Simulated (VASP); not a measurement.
# InP (F-43m) in VASP: settings compared, part 2 of 2

VASP 6.6.1.

### Step 4. Single point, PBE0, spin-orbit coupling, no magnetisation

POSCAR reads:

```
InP
1.0
    0.0000000000      2.9305000000      2.9305000000
    2.9305000000      0.0000000000      2.9305000000
    2.9305000000      2.9305000000      0.0000000000
In P
1 1
Direct
    0.0000000000      0.0000000000      0.0000000000
    0.7500000000      0.7500000000      0.7500000000
```

INCAR.step1 reads:

```
SYSTEM = InP
  ALGO = Normal
  EDIFF = 1E-5
  ENCUT = 520
  GGA = PE
  GGA_COMPAT = .FALSE.
  ISIF = 2
  ISMEAR = -1
  LASPH = .TRUE.
  LCHARG = .FALSE.
  LORBIT = 11
  LREAL = .FALSE.
  LSORBIT = .TRUE.
  LWAVE = .TRUE.
  MAGMOM = 0 0 0 0 0 0
  NBANDS = 30
  NELM = 60
  PREC = Accurate
  SIGMA = 0.05
```

INCAR.step2 reads:

```
SYSTEM = InP
  AEXX = 0.25
  ALGO = Normal
  EDIFF = 1E-6
  ENCUT = 520
  GGA = PE
  GGA_COMPAT = .FALSE.
  HFRCUT = -1
  ISIF = 2
  ISMEAR = -1
  ISTART = 1
  LASPH = .TRUE.
  LCHARG = .FALSE.
  LHFCALC = .TRUE.
  LORBIT = 11
  LREAL = .FALSE.
  LSORBIT = .TRUE.
  LWAVE = .FALSE.
  MAGMOM = 0 0 0 0 0 0
  NBANDS = 30
  NELM = 60
  PREC = Accurate
  PRECFOCK = Fast
  SIGMA = 0.05
```

KPOINTS reads:

```
k-points
0
G
  4 4 4
  0 0 0
```

Potentials or basis: VASP PAW PBE potentials, release 64 (In_d, P).

Started as:

```bash
$ cat potpaw_PBE.64/In_d/POTCAR potpaw_PBE.64/P/POTCAR > POTCAR
$ cp INCAR.step1 INCAR
$ mpirun -np 1 vasp_ncl > vasp.out
$ cp INCAR.step2 INCAR
$ mpirun -np 1 vasp_ncl > vasp.out
```

OUTCAR:

```text
SYSTEM = InP
   AEXX = 0.25
   EDIFF = 1E-6
   ENCUT = 520
   GGA = PE
   ISIF = 2
   ISMEAR = -1
   ISTART = 1
   LASPH = .TRUE.
   LHFCALC = .TRUE.
   LORBIT = 11
   LREAL = .FALSE.
   LSORBIT = .TRUE.
   NELM = 60
   PREC = Accurate
   PRECFOCK = Fast

 ion  position               nearest neighbor table
   1  0.000  0.000  0.000-   2 2.54   2 2.54   2 2.54   2 2.54
   2  0.750  0.750  0.750-   1 2.54   1 2.54   1 2.54   1 2.54

  LATTYP: Found a face centered cubic cell.
 ALAT       =     5.8610000000

  Lattice vectors:

 A1 = (   0.0000000000,   2.9305000000,   2.9305000000)
 A2 = (   2.9305000000,   0.0000000000,   2.9305000000)
 A3 = (   2.9305000000,   2.9305000000,   0.0000000000)

Analysis of symmetry for initial positions (statically):
=====================================================================
 Subroutine PRICEL returns:
 Original cell was already a primitive cell.

 Routine SETGRP: Setting up the symmetry group for a
 face centered cubic supercell.

 Subroutine GETGRP returns: Found 24 space group operations
 (whereof 24 operations were pure point group operations)
 out of a pool of 48 trial point group operations.

The static configuration has the point symmetry T_d .

Analysis of symmetry for dynamics (positions and initial velocities):
=====================================================================
 Subroutine PRICEL returns:
 Original cell was already a primitive cell.

 Routine SETGRP: Setting up the symmetry group for a
 face centered cubic supercell.

 Subroutine GETGRP returns: Found 24 space group operations
 (whereof 24 operations were pure point group operations)
 out of a pool of 48 trial point group operations.

The dynamic configuration has the point symmetry T_d .

Analysis of structural, dynamic, and magnetic symmetry:
=====================================================================
 Subroutine PRICEL returns:
 Original cell was already a primitive cell.

 Routine SETGRP: Setting up the symmetry group for a
 face centered cubic supercell.

 Subroutine GETGRP returns: Found 24 space group operations
 (whereof 24 operations were pure point group operations)
 out of a pool of 48 trial point group operations.

The overall configuration has the point symmetry T_d .

 Subroutine INISYM returns: Found 24 space group operations
 (whereof 24 operations are pure point group operations),
 and found     1 'primitive' translations

----------------------------------------------------------------------------------------

                                     Primitive cell

  volume of cell :      50.3333

  direct lattice vectors                    reciprocal lattice vectors
     0.000000000  2.930500000  2.930500000    -0.170619348  0.170619348  0.170619348
     2.930500000  0.000000000  2.930500000     0.170619348 -0.170619348  0.170619348
     2.930500000  2.930500000  0.000000000     0.170619348  0.170619348 -0.170619348

  length of vectors
     4.144352845  4.144352845  4.144352845     0.295521380  0.295521380  0.295521380
[... 122 lines left out ...]
  free energy    TOTEN  =       -10.83150496 eV

  energy without entropy =      -10.83150496  energy(sigma->0) =      -10.83150496

 E-fermi :   5.5024     XC(G=0):  -7.3360

 val. band max:        4.4624673982   @ k =   0.0000   0.0000   0.0000
 cond. band min:       6.6461370425   @ k =   0.0000   0.0000   0.0000
 fundamental gap:      2.1836696442
 Fermi energy:         5.5023927343

 k-point     1 :       0.0000    0.0000    0.0000
  band No.  band energies     occupation
      1     -12.0047      1.00000
      2     -12.0047      1.00000
      3     -12.0047      1.00000
      4     -12.0047      1.00000
      5     -11.1877      1.00000
      6     -11.1877      1.00000
[... 319 lines left out ...]
     29      17.7047      0.00000
     30      17.8295      0.00000

------------------------ aborting loop because EDIFF is reached ----------------------------------------

  FORCE on cell =-STRESS in cart. coord.  units (eV):
  Direction    XX          YY          ZZ          XY          YZ          ZX
  --------------------------------------------------------------------------------------
  -------------------------------------------------------------------------------------
  Total        0.3407389      0.3407389      0.3407389     -0.0000000      0.0000000      0.0000000
  in kB       10.8461880     10.8461880     10.8461880     -0.0000000      0.0000000      0.0000000
  external PRESSURE =      10.8461880 kB  Pullay stress =       0.0000000 kB

 VOLUME and BASIS-vectors are now :
 -----------------------------------------------------------------------------
  energy-cutoff  :      520.00
  volume of cell :       50.33
      direct lattice vectors                 reciprocal lattice vectors
     0.000000000  2.930500000  2.930500000    -0.170619348  0.170619348  0.170619348
     2.930500000  0.000000000  2.930500000     0.170619348 -0.170619348  0.170619348
     2.930500000  2.930500000  0.000000000     0.170619348  0.170619348 -0.170619348

 POSITION                                       TOTAL-FORCE (eV/Angst)
 -----------------------------------------------------------------------------------
      0.00000      0.00000      0.00000        -0.000000     -0.000000     -0.000000
      4.39575      4.39575      4.39575         0.000000      0.000000      0.000000
 -----------------------------------------------------------------------------------
    total drift:                               -0.000006     -0.000001     -0.000001

  FREE ENERGIE OF THE ION-ELECTRON SYSTEM (eV)
  ---------------------------------------------------
  free  energy   TOTEN  =       -10.8315049644 eV

  energy  without entropy=      -10.8315049643  energy(sigma->0) =      -10.83150496

 Spin-Orbit-Coupling matrix elements

 Ion:    1  E_soc:     -0.0676986
 l=   1
     0.0000000    -0.0050423    -0.0050423
    -0.0050423     0.0000000    -0.0050423
    -0.0050423    -0.0050423     0.0000000
 l=   2
     0.0000000    -0.0012869     0.0000000    -0.0012869    -0.0049539
    -0.0012869     0.0000000    -0.0037154    -0.0012869    -0.0012385
     0.0000000    -0.0037154     0.0000000    -0.0037154     0.0000000
    -0.0012869    -0.0012869    -0.0037154     0.0000000    -0.0012385
    -0.0049539    -0.0012385     0.0000000    -0.0012385     0.0000000
 l=   3
     0.0000000     0.0000000     0.0000000     0.0000000     0.0000000     0.0000000     0.0000000
     0.0000000     0.0000000     0.0000000     0.0000000     0.0000000     0.0000000     0.0000000
     0.0000000     0.0000000     0.0000000     0.0000000     0.0000000     0.0000000     0.0000000
     0.0000000     0.0000000     0.0000000     0.0000000     0.0000000     0.0000000     0.0000000
     0.0000000     0.0000000     0.0000000     0.0000000     0.0000000     0.0000000     0.0000000
     0.0000000     0.0000000     0.0000000     0.0000000     0.0000000     0.0000000     0.0000000
     0.0000000     0.0000000     0.0000000     0.0000000     0.0000000     0.0000000     0.0000000

 Ion:    2  E_soc:     -0.0009559
 l=   1
     0.0000000    -0.0001593    -0.0001593
    -0.0001593     0.0000000    -0.0001593
    -0.0001593    -0.0001593     0.0000000
 l=   2
     0.0000000     0.0000000     0.0000000     0.0000000     0.0000000
     0.0000000     0.0000000     0.0000000     0.0000000     0.0000000
     0.0000000     0.0000000     0.0000000     0.0000000     0.0000000
     0.0000000     0.0000000     0.0000000     0.0000000     0.0000000
     0.0000000     0.0000000     0.0000000     0.0000000     0.0000000
 l=   3
     0.0000000     0.0000000     0.0000000     0.0000000     0.0000000     0.0000000     0.0000000
     0.0000000     0.0000000     0.0000000     0.0000000     0.0000000     0.0000000     0.0000000
     0.0000000     0.0000000     0.0000000     0.0000000     0.0000000     0.0000000     0.0000000
     0.0000000     0.0000000     0.0000000     0.0000000     0.0000000     0.0000000     0.0000000
     0.0000000     0.0000000     0.0000000     0.0000000     0.0000000     0.0000000     0.0000000
     0.0000000     0.0000000     0.0000000     0.0000000     0.0000000     0.0000000     0.0000000
     0.0000000     0.0000000     0.0000000     0.0000000     0.0000000     0.0000000     0.0000000

 total charge

# of ion       s       p       d       tot
------------------------------------------
    1        0.835   0.795   9.919  11.549
    2        1.010   1.536   0.000   2.546
--------------------------------------------------
tot          1.845   2.331   9.919  14.094

 magnetization (x)

# of ion       s       p       d       tot
------------------------------------------
    1        0.000  -0.000   0.000  -0.000
    2       -0.000   0.000   0.000  -0.000
--------------------------------------------------
tot         -0.000  -0.000   0.000  -0.000

 magnetization (y)

# of ion       s       p       d       tot
------------------------------------------
    1        0.000   0.000   0.000   0.000
    2        0.000   0.000   0.000   0.000
--------------------------------------------------
tot          0.000   0.000   0.000   0.000

 magnetization (z)

# of ion       s       p       d       tot
------------------------------------------
    1       -0.000   0.000  -0.000   0.000
    2       -0.000   0.000   0.000  -0.000
--------------------------------------------------
tot         -0.000   0.000  -0.000   0.000
```

Run time: 12 min. Hardware: 1 thread of Intel Xeon 6975P-C (Granite Rapids), shared host; peak memory 0.31 GiB.

Results:

- Free energy: -10.8315 eV
- Pressure: 1.1 GPa
- Valence electrons inside the program's atomic spheres: In 11.55; P 2.55

Caveat: the k mesh is coarse (spacing up to 0.46 Å⁻¹), so the values aren't converged, least of all with exact exchange; the PAW data sets were made with another functional, which shifts forces and pressure a little.

### Step 5. Summary

| task | level | spin | cell | k mesh | cutoff (eV) | smearing | grid for exact exchange (PRECFOCK) | exchange at q = 0 | mesh quality | gap on the mesh (eV) | pressure (GPa) |
| --- | --- | --- | --- | --- | --- | --- | --- | --- | --- | --- | --- |
| single point | PBE | off | as given | 8 × 8 × 8 | 520 | gaussian 0.014 eV | - | - | not flagged | 0.71 | 3.3 |
| relaxation of cell and atoms | PBE0 | off | relaxed | 4 × 4 × 4 | 600 | fermi-dirac 0.05 eV | Fast | default | coarse | 2.14 | 0.0 |
| single point | PBE0 | SOC, no magnetisation | as given | 4 × 4 × 4 | 520 | fermi-dirac 0.05 eV | Fast | truncated | coarse | - | 1.1 |

Alike in all rows: potentials or basis VASP PAW PBE potentials, release 64 (In_d, P).

Caveats: some runs use coarse meshes; spin-orbit coupling is left out, which moves the levels of the heavy elements (some runs); the PAW data sets were made with another functional, which shifts forces and pressure a little (some runs).

Absolute energies hang on the potentials; compare differences alone.

### Step 6. Comparison with measurements

Step 2. A measured gap of InP is 1.4236 eV (direct; 1.6 K; a printed reference work, data compilation); the calculated 0.71 eV misses it by -0.71 eV. Spin-orbit coupling on In is left out. The value is that of PBE, without temperature or zero-point motion. Semilocal functionals fall short of measured gaps as a rule.
